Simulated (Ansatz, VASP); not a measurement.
## Se: VASP beside Ansatz

Contents of INCAR:

```
PREC = Accurate
ENCUT = 520
EDIFF = 1E-6
ISMEAR = -1
SIGMA = 0.08
LREAL = F
LASPH = T
NELM = 60
ALGO = Normal
ISIF = 2
LWAVE = F
LCHARG = F
GGA = PE
NBANDS = 9
```

The input KPOINTS:

```
Automatic mesh
0
Gamma
  15 15 15
```

Contents of POSCAR:

```
Se
1.0
    2.1679268706      0.0000000000      0.0000000000
    0.0000000000      2.1679268706      0.0000000000
    0.0000000000      0.0000000000      2.1679268706
Se
1
Direct
    0.0000000000      0.0000000000      0.0000000000
```

Input for Ansatz:

```yaml
crystal:
  lattice:
    - [2.1679268706, 0.0, 0.0]
    - [0.0, 2.1679268706, 0.0]
    - [0.0, 0.0, 2.1679268706]
  atoms:
    - { symbol: Se, position: [0.0, 0.0, 0.0] }
kpoints:
  mp_grid: { grid: [15, 15, 15] }
  band_path:
    path:
      - [0.0, 0.0, 0.0]
      - [0.0, 0.5, 0.0]
      - [0.5, 0.5, 0.0]
      - [0.0, 0.0, 0.0]
      - [0.5, 0.5, 0.5]
      - [0.0, 0.5, 0.0]
      - [0.5, 0.5, 0.5]
      - [0.5, 0.5, 0.0]
    npoints: 8
scf:
  occupations: { method: fermi_dirac, width: 0.08 }
hamiltonian:
  xc: pbe
  pseudopotentials: { kind: all_electron, lapw: { basis_error: 0.001 } }
output:
  forces: true
  stress: true
  eigenvalues: true
  populations: true
  dos: { projected: true, de: 0.2, e_range: [-14, 8] }
```

Change from the starting cell: volume scaled by 0.45, LAPW.

Alike in both runs: task single point; functional PBE; k mesh 15 × 15 × 15; occupations fermi-dirac, width 0.08 eV; no spin polarisation.

```csv
,VASP,Ansatz
version,VASP 6.6.1,Ansatz 0.2.0
potentials or method,"VASP PAW PBE potentials, release 64 (Se)","all-electron LAPW, scalar-relativistic"
plane-wave cutoff (eV),520,see its input
```

|  | VASP | Ansatz | Ansatz less VASP |
| --- | --- | --- | --- |
| pressure (GPa) | 283.4 | 278.5 | -4.94 |

Ansatz ran all-electron here, so the differences hold the error of VASP's frozen core and of both bases.

Caveats: the cell as given lies far from equilibrium; so large a pressure means that the cell lies far from this level's equilibrium, or that cutoff or potentials fall short (VASP).
